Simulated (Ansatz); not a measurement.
# PtS2 under changes of volume

One of the cells (18.261 Å³/atom); the others are scaled copies at fixed shape and fractional positions:

```
CELL_PARAMETERS angstrom
3.54320 0.00000 0.00000
-1.77160 3.06850 0.00000
0.00000 0.00000 5.03880
ATOMIC_POSITIONS crystal
Pt 0.00000 0.00000 0.00000
S 0.66667 0.33333 0.77300
S 0.33333 0.66667 0.22700
```

| Property | Result |
| --- | --- |
| Program | Ansatz 0.2.0 |
| Functional | PBEsol |
| Potentials or basis | all-electron LAPW, scalar-relativistic |
| Cutoff | 299 eV (chosen from the basis error) |
| Basis error allowed | 0.001 eV/atom |
| k mesh | 9 × 9 × 5 |
| Occupations | fermi-dirac, width 0.05 eV |
| Spin | no spin polarisation |

```csv
volume (Å³/atom),energy over the lowest point (meV/atom),pressure (GPa),gap on the mesh (eV),largest force (eV/Å)
17.165,?,?,?,?
17.531,60.59,14.0,1.00,1.624
17.896,33.42,10.0,0.98,1.273
18.261,14.84,6.4,0.96,0.950
18.626,3.97,3.2,0.94,0.653
18.992,0.00,0.3,0.92,0.379
19.357,2.19,-2.2,0.90,0.126
```

Task: What does the run at 17.165 Å³/atom give?

Result: Energy over the lowest point 97.38 meV/atom; pressure 18.4 GPa; gap on the mesh 1.01 eV; largest force 2.004 eV/Å.

Worked out: A Birch-Murnaghan fit of order 3 (a polynomial in V^(-2/3)) to the other rows has its minimum at 19.04 Å³/atom with B0 = V·E''(V) = 139 GPa and B' = 4.8 at fixed shape and positions, which overstates the stiffness. It gives 97.52 meV/atom at 17.165 Å³/atom, against the run's 97.38, and -dE/dV = 18.5 GPa, against 18.4. A straight line through the other rows of the gap, of slope -1.01 eV per unit of ln V, extrapolates to 1.02 eV, against the run's 1.01.

Energies are extrapolated to zero smearing.

Caveats: spin-orbit coupling is left out, which moves the levels of the heavy elements; an odd mesh through Γ misses points on the zone boundary, where band edges often lie; forces of over 1 eV/Å show positions far from the minimum, so gaps and moduli don't describe the material at rest (some runs).
